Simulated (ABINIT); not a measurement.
Set up this calculation in ABINIT 10.8.3 (patched build), as the native input.

| Property | Result |
| --- | --- |
| Task | single point |
| Functional | PBEsol |
| Potentials or basis | JTH PAW PBE v2.0 |
| Cutoff | 463 eV |
| k mesh | 5 × 5 × 5 |
| Occupations | fermi-dirac, width 0.05 eV |
| Spin | no spin polarisation |
| Fine-grid cutoff | 925.187 eV |
| Exchange and correlation inside the PAW spheres | full angular mesh (pawxcdev 0, this build's default; the released program takes 1) |

PbSe (Clausthalite):

```
Pb Se
1.0
     0.00000    3.06065    3.06065
     3.06065    0.00000    3.06065
     3.06065    3.06065    0.00000
Pb Se
1 1
Direct
  0.00000 0.00000 0.00000
  0.50000 0.50000 0.50000
```

These files were run (other wordings do the same):

run.abi

```
# Pseudopotentials
pp_dirpath "./"
pseudos "Pb.GGA_PBE-JTH.xml, Se.GGA_PBE-JTH.xml"

# Structure
acell 3*1.0
rprim
     0.0000000000     5.7837902633     5.7837902633
     5.7837902633     0.0000000000     5.7837902633
     5.7837902633     5.7837902633     0.0000000000
ntypat 2
znucl 82 34
natom 2
typat 1 2
xcart
     0.0000000000     0.0000000000     0.0000000000
     3.0606500000     3.0606500000     3.0606500000 Angstrom

# Plane-wave basis
ecut 462.593566 eV
pawecutdg 34.0

# k points
kptopt 1
ngkpt 5 5 5
nshiftk 1
shiftk 0.0 0.0 0.0

# Exchange and correlation
ixc -116133

# Bands and occupations
nband 14
occopt 3
tsmear 0.00183747

# SCF cycle
nstep 100
tolvrs 1.0e-9

# Output
iomode 3
prtwf 0
prtden 0
prteig 0
prtebands 0
```

Potentials or basis: JTH PAW PBE v2.0.

Command:

```console
$ abinit run.abi > log 2>&1
```

It gave:

```
Valence electrons inside the program's atomic spheres : Pb 11.31; Se 3.89
```

It took 13 s on 1 thread of Arm Neoverse V2, on a shared host, peak memory 0.12 GiB.
